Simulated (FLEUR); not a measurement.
The system is ZnO (zincite).

```
Zn O
1.0
     3.24931    0.00000    0.00000
    -1.62465    2.81398    0.00000
     0.00000    0.00000    5.20571
Zn O
2 2
Cartesian
  1.6247 0.9380 0.0000
  0.0000 1.8760 2.6029
  0.0000 1.8760 4.5759
  1.6247 0.9380 1.9730
```

Base run:

```yaml
Program: FLEUR MaX-R8.1 (later development tree)
Functional: PBEsol
Potentials_or_basis: all-electron
Basis: FLAPW
Kmax: 5.16 1/bohr
k_mesh: 9 × 9 × 5
Occupations: fermi-dirac, width 0.05 eV
Spin: no spin polarisation
```

Its results: band gap on the k mesh 0.71 eV, direct.

The run is repeated on the same cell with these changes: functional from PBEsol to PBE. What comes out?

Band gap on the k mesh 0.82 eV, direct.

Caveats: an odd mesh through Γ misses points on the zone boundary, where band edges often lie.

Not every run made on this cell is shown here.
